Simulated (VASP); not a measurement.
Here is a VASP 6.6.1 calculation.

POSCAR

```
Al
1.0
    2.8124550000      0.0000000000      0.0000000000
   -1.4062275000      2.4356574770      0.0000000000
    0.0000000000      0.0000000000      4.8668500000
Al
2
Direct
    0.6666670000      0.3333330000      0.7500000000
    0.3333330000      0.6666670000      0.2500000000
```

INCAR.step1

```
PREC     = Accurate       # precision mode
ENCUT    = 520            # plane-wave cutoff, eV
ISMEAR   = -1             # smearing method
SIGMA    = 0.3            # smearing width, eV
LREAL    = False          # projectors in reciprocal space
LASPH    = True           # aspherical terms in the spheres
NELM     = 100            # most SCF steps
NBANDS   = 10             # bands
GGA      = PE             # functional
ALGO     = Normal         # electronic algorithm
EDIFF    = 1E-4           # SCF threshold, eV
LWAVE    = True           # write WAVECAR
LCHARG   = False          # write CHGCAR
```

INCAR.step2

```
PREC     = Accurate       # precision mode
ENCUT    = 520            # plane-wave cutoff, eV
EDIFF    = 1E-7           # SCF threshold, eV
ISMEAR   = -1             # smearing method
SIGMA    = 0.3            # smearing width, eV
LREAL    = False          # projectors in reciprocal space
LASPH    = True           # aspherical terms in the spheres
NELM     = 100            # most SCF steps
ALGO     = Normal         # electronic algorithm
ISIF     = 2              # what is computed and relaxed
LWAVE    = False          # write WAVECAR
LCHARG   = True           # write CHGCAR
METAGGA  = R2SCAN         # meta-GGA
LMIXTAU  = True         
IVDW     = 13             # dispersion correction
VDW_S6   = 1.0          
VDW_S8   = 0.6018749    
VDW_A1   = 0.51559235   
VDW_A2   = 5.77342911   
LELF     = True           # ELF
LVHAR    = True         
NBANDS   = 10             # bands
ISTART   = 1
```

KPOINTS

```
Automatic mesh
0
Gamma
  9 9 5
```

Potentials or basis: VASP PAW PBE potentials, release 64 (Al).

The run is started by

```sh
$ cat potpaw_PBE.64/Al/POTCAR > POTCAR
$ cp INCAR.step1 INCAR
$ mpirun -np 1 vasp_std > vasp.out
$ cp INCAR.step2 INCAR
$ mpirun -np 1 vasp_std > vasp.out
```

Q: Estimate the pressure.

A: -3.9 GPa.

Q: Predict the band gap on the k mesh.

A: None (metal or under the smearing width).

Q: Predict the dispersion energy per atom.

A: -0.117 eV.

Stress tensor (GPa, compression positive):
```
-3.10  0.00  0.00
 0.00 -3.10  0.00
 0.00  0.00 -5.49
```

Caveat: the PAW data sets were made with another functional, which shifts forces and pressure a little; pairwise dispersion overbinds metals, which lowers pressure and volume.
